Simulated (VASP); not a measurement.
Computed with revPBE GGA, VASP's PBE PAW potentials (set 64) (plane waves; VASP 6.6.1).

The input files of a VASP run:

**INCAR**
```
ALGO = Normal   ! blocked Davidson
EDIFF = 1E-03
ENCUT = 150
GGA = RE
SIGMA = 0.136
SYSTEM = CoSb3
NELM = 100
LCHARG = .FALSE.
ISIF = 2
LREAL = Auto
LWAVE = .FALSE.
ISMEAR = 0
LMAXMIX = 4   ! l cut-off of mixed one-centre charges
PREC = Accurate
LASPH = .TRUE.   ! aspherical one-centre terms
```

File POSCAR:
```
CoSb3
8.0174830
 -0.5773502731   0.5773502731   0.5773502731
  0.5773502731  -0.5773502731   0.5773502731
  0.5773502731   0.5773502731  -0.5773502731
Co Sb
4 12
Cart
  0.2886751366   0.2886751366  -0.2886751366
  0.2886751366   0.2886751366   0.2886751366
  0.2886751366  -0.2886751366   0.2886751366
 -0.2886751366   0.2886751366   0.2886751366
 -0.1918534958   0.5773502731   0.3940531084
  0.7692037689   0.0000000000   0.1832971647
  0.1918534958   0.5773502731   0.3940531084
  0.3854967774   0.0000000000   0.1832971647
  0.3940531084  -0.1918534958   0.5773502731
  0.1832971647   0.7692037689  -0.0000000000
  0.3940531084   0.1918534958   0.5773502731
  0.1832971647   0.3854967774   0.0000000000
  0.5773502731   0.3940531084  -0.1918534958
  0.0000000000   0.1832971647   0.7692037689
  0.5773502731   0.3940531084   0.1918534958
 -0.0000000000   0.1832971647   0.3854967774
```

### KPOINTS
```
Automatic
0
Gamma
  4 4 4
0.5 0.5 0.5
```

POTCAR, in this order: Co Sb (PBE.64 set). Program: vasp_std.

Output of the run:

OUTCAR:
```
 ion  position               nearest neighbor table
   1  0.000  0.000  0.500-   5 2.58   6 2.58  11 2.58  12 2.58  13 2.58  14 2.58
   2  0.500  0.500  0.500-   7 2.58   8 2.58  11 2.58  12 2.58  15 2.58  16 2.58
   3  0.000  0.500  0.000-   7 2.58   8 2.58   9 2.58  10 2.58  13 2.58  14 2.58
   4  0.500  0.000  0.000-   5 2.58   6 2.58   9 2.58  10 2.58  15 2.58  16 2.58
   5  0.841  0.175  0.334-   1 2.58   4 2.58   8 2.94   7 3.08   9 3.51  11 3.51  16 3.51  13 3.51
  LATTYP: Found a body centered cubic cell.
 ALAT       =     9.2577920000
 Subroutine PRICEL returns:
 Original cell was already a primitive cell.
 Subroutine GETGRP returns: Found 24 space group operations
The static configuration has the point symmetry T_h .
The dynamic configuration has the point symmetry T_h .
 Subroutine INISYM returns: Found 24 space group operations
 Subroutine IBZKPT returns following result:
 Found      7 irreducible k-points:

 Following reciprocal coordinates:
            Coordinates               Weight
  0.125000  0.125000  0.125000      8.000000
  0.375000  0.125000  0.125000     12.000000
 -0.125000  0.125000  0.125000      6.000000
 -0.375000  0.375000  0.125000     12.000000
  0.125000 -0.125000  0.375000     12.000000
 -0.375000 -0.375000  0.125000      8.000000
...
```

OSZICAR:
```
       N       E                     dE             d eps       ncg     rms          rms(c)
DAV:   1     0.210700152962E+03    0.21070E+03   -0.16922E+04   806   0.511E+02
DAV:   2    -0.556390051935E+02   -0.26634E+03   -0.25403E+03   936   0.149E+02
DAV:   3    -0.726127761575E+02   -0.16974E+02   -0.16602E+02  1027   0.361E+01
DAV:   4    -0.730655823208E+02   -0.45281E+00   -0.44831E+00   996   0.577E+00
DAV:   5    -0.730812499519E+02   -0.15668E-01   -0.15635E-01  1068   0.987E-01    0.562E+01
DAV:   6    -0.126677170234E+03   -0.53596E+02   -0.75142E+02   879   0.129E+02    0.479E+01
DAV:   7    -0.569283556306E+02    0.69749E+02   -0.23479E+02   980   0.807E+01    0.193E+01
DAV:   8    -0.774676912743E+02   -0.20539E+02   -0.20371E+02  1078   0.664E+01    0.481E+01
DAV:   9    -0.656939956530E+02    0.11774E+02   -0.29476E+02   887   0.633E+01    0.266E+01
DAV:  10    -0.540604281395E+02    0.11634E+02   -0.52697E+01   986   0.367E+01    0.440E+00
DAV:  11    -0.544611379137E+02   -0.40071E+00   -0.40660E+00   931   0.619E+00    0.603E+00
DAV:  12    -0.547001108192E+02   -0.23897E+00   -0.23874E-01  1060   0.237E+00    0.669E+00
DAV:  13    -0.544058404130E+02    0.29427E+00   -0.26983E-01  1064   0.273E+00    0.415E+00
DAV:  14    -0.547137983534E+02   -0.30796E+00   -0.31314E+00  1082   0.856E+00    0.557E+00
DAV:  15    -0.543213195766E+02    0.39248E+00   -0.85795E-01  1032   0.458E+00    0.138E+00
DAV:  16    -0.543120928681E+02    0.92267E-02   -0.81073E-02   953   0.866E-01    0.781E-01
DAV:  17    -0.543075980833E+02    0.44948E-02   -0.21821E-02  1050   0.593E-01    0.389E-01
DAV:  18    -0.543087382687E+02   -0.11402E-02   -0.30904E-03   699   0.215E-01    0.878E-02
DAV:  19    -0.543090698209E+02   -0.33155E-03   -0.26600E-04   432   0.804E-02
   1 F= -.54309070E+02 E0= -.54305873E+02  d E =-.639299E-02
```

**OUTCAR**
```
------------------------ aborting loop because EDIFF is reached ----------------------------------------
  FORCE on cell =-STRESS in cart. coord.  units (eV):
  Direction    XX          YY          ZZ          XY          YZ          ZX
  --------------------------------------------------------------------------------------
  Total     -185.3851459   -185.3851459   -185.3851459      0.0000000      0.0000000      0.0000000
  in kB     -748.6748671   -748.6748671   -748.6748671      0.0000000      0.0000000      0.0000000
  external PRESSURE =    -748.6748671 kB  Pullay stress =       0.0000000 kB
  volume of cell :      396.73
      direct lattice vectors                 reciprocal lattice vectors
    -4.628896000  4.628896000  4.628896000     0.000000000  0.108017117  0.108017117
     4.628896000 -4.628896000  4.628896000     0.108017117  0.000000000  0.108017117
     4.628896000  4.628896000 -4.628896000     0.108017117  0.108017117  0.000000000
 POSITION                                       TOTAL-FORCE (eV/Angst)
 -----------------------------------------------------------------------------------
      2.31445      2.31445     -2.31445         0.000000     -0.000000      0.000000
      2.31445      2.31445      2.31445         0.000000      0.000000      0.000000
      2.31445     -2.31445      2.31445         0.000000     -0.000000      0.000000
     -2.31445      2.31445      2.31445         0.000000     -0.000000      0.000000
     -1.53818      4.62890      3.15931        -0.125123     -0.000000     -0.231780
      6.16708      0.00000      1.46958         0.125123      0.000000      0.231780
      1.53818      4.62890      3.15931         0.125123     -0.000000     -0.231780
      3.09071      0.00000      1.46958        -0.125123      0.000000      0.231780
      3.15931     -1.53818      4.62890        -0.231780     -0.125123     -0.000000
      1.46958      6.16708      0.00000         0.231780      0.125123      0.000000
      3.15931      1.53818      4.62890        -0.231780      0.125123      0.000000
      1.46958      3.09071      0.00000         0.231780     -0.125123      0.000000
      4.62890      3.15931     -1.53818         0.000000     -0.231780     -0.125123
      0.00000      1.46958      6.16708         0.000000      0.231780      0.125123
      4.62890      3.15931      1.53818         0.000000     -0.231780      0.125123
      0.00000      1.46958      3.09071         0.000000      0.231780     -0.125123
 -----------------------------------------------------------------------------------
    total drift:                               -0.000000     -0.000000      0.000000
  FREE ENERGIE OF THE ION-ELECTRON SYSTEM (eV)
  ---------------------------------------------------
  free  energy   TOTEN  =       -54.3090698209 eV

  energy  without entropy=      -54.3026768333  energy(sigma->0) =      -54.30587333
```
(Selected blocks of OUTCAR.)

At this cut-off the stress carries a Pulay error, which pulls relaxed volumes low.

The structure comes from a computed database's CoSb3 entry; how it stands against other phases isn't given here. The cell was not relaxed at this level. The run is one of a series of settings (EDIFF = 1E-03, ENCUT = 150, KPOINTS 4×4×4 Γ-centred mesh shifted by (0.5, 0.5, 0.5) against the base run), some of them coarse on purpose. The run is not spin-polarised, so no magnetic state was tried.
